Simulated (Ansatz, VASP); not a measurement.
## SiC: VASP beside Ansatz

```xyz
4
Lattice="3.0760 0.0000 0.0000 -1.5380 2.6639 0.0000 0.0000 0.0000 5.0478" Properties=species:S:1:pos:R:3 pbc="T T T"
Si    0.0000    1.7759   -0.0021
Si    1.5380    0.8880    2.5218
C     0.0000    1.7759    1.8950
C     1.5380    0.8880    4.4189
```

Change from the starting cell: polar distortion scaled by 1.00.

Alike in both runs: task single point; functional PBEsol; k mesh 12 × 12 × 6; no spin polarisation.

```csv
,VASP,Ansatz
version,VASP 6.6.1,Ansatz 0.2.0
potentials or method,"VASP PAW PBE potentials, release 64 (Si, C)","scalar-relativistic, plane waves, PAW"
plane-wave cutoff (eV),520,420
occupations,"gaussian, width 0.01 eV",fixed
valence electrons in the cell,16,16
```

|  | VASP | Ansatz | Ansatz less VASP |
| --- | --- | --- | --- |
| gap on the k mesh at the Fermi level (eV) | 2.11 | 2.13 | +0.012 |
| least direct gap on the mesh (eV) | 3.85 | 3.86 | +0.011 |
| pressure (GPa) | 0.3 | 0.0 | -0.34 |

Ansatz warned: «pseudo_functional_mismatch».

Caveats: the PAW data sets were made with another functional, which shifts forces and pressure a little (VASP). A k mesh can miss the band edges.
